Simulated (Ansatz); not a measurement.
Working through an equation of state with a fit of Si, space group I4_1/amd

With Ansatz 0.2.0 through its Python package.

Run as a notebook:

**Cell 1**
```python
import warnings

import ansatz as az
import numpy as np
```

**Cell 2**
```python
vectors0 = np.array([
    [-2.371372, 2.371372, 1.329265],
    [2.371372, -2.371372, 1.329265],
    [2.371372, 2.371372, -1.329265],
])
sites = [
    ("Si", [0.25, 0.75, 0.5]),
    ("Si", [0.5, 0.5, 0.0]),
]
```

**Cell 3**
```python
def on_lattice(cell):
    crystal = az.Crystal(lattice=az.Lattice.of(cell))
    for symbol, position in sites:
        crystal = crystal.atom(symbol, position)
    return crystal
```

**Cell 4**
```python
warnings.simplefilter("ignore", az.DeckWarning)

# scale the volume, keep shape and fractions
volumes, energies = [], []
for scale in np.linspace(0.9, 1.1, 9):
    cell = vectors0 * scale ** (1 / 3)
    job = (
        on_lattice(cell).calculation()
        .basis(16 * az.Ha)
        .occupations("cold", width=150 * az.meV)
        .kpoints(12, 12, 12)
    )
    rep = job.run(threads=1).report
    volumes.append(abs(np.linalg.det(cell)) / len(sites))
    energies.append(rep["free_energy_ev"] / len(sites))
    print(f"V = {volumes[-1]:8.4f} A^3/atom  F = {energies[-1]:.5f} eV/atom")

# third-order Birch-Murnaghan: a cubic in V^(-2/3)
x = np.array(volumes) ** (-2 / 3)
poly = np.polynomial.Polynomial.fit(x, energies, 3).convert()
roots = poly.deriv().roots()
x0 = min((r.real for r in roots if abs(r.imag) < 1e-9 and poly.deriv(2)(r.real) > 0), key=lambda r: abs(r - x.mean()))
v0 = x0 ** -1.5
b0 = 4 / 9 * poly.deriv(2)(x0) * v0 ** (-7 / 3) * 160.21766
b1 = 4 + 2 / 3 * x0 * poly.deriv(3)(x0) / poly.deriv(2)(x0)
print(f"V0 = {v0:.4f} A^3/atom, B0 = {b0:.1f} GPa, dB/dP = {b1:.2f}")
```
Output:
```text
V =  13.4550 A^3/atom  F = -635.41499 eV/atom
V =  13.8287 A^3/atom  F = -635.45469 eV/atom
V =  14.2025 A^3/atom  F = -635.48364 eV/atom
V =  14.5762 A^3/atom  F = -635.50325 eV/atom
V =  14.9500 A^3/atom  F = -635.51473 eV/atom
V =  15.3237 A^3/atom  F = -635.51912 eV/atom
V =  15.6975 A^3/atom  F = -635.51730 eV/atom
V =  16.0712 A^3/atom  F = -635.50999 eV/atom
V =  16.4450 A^3/atom  F = -635.49788 eV/atom
V0 = 15.3920 A^3/atom, B0 = 107.1 GPa, dB/dP = 4.49
```

A third-order Birch-Murnaghan fit through the 9 points has its minimum at 15.39 Å³ an atom, 3.0 % above the typed cell, with a bulk modulus of 107 GPa and dB/dP = 4.5. From that minimum the energy rises by 104.2 meV an atom on the compressed side and 21.4 meV on the expanded side.

What to keep in mind:
- Total energies depend on the potentials; only differences at equal settings carry meaning.
- Shape and fractional positions are held along the curve, so the bulk modulus is an upper value where they are free to relax.
- No functional is typed, so the default, PBE, holds.
- This isn't the structure that Si takes at ambient conditions.
- Wall time of the script: 26 s on 1 thread of Intel(R) Xeon(R) Platinum 8259CL CPU @ 2.50GHz (Skylake/Cascade Lake) (shared host), peak memory 0.41 GiB.
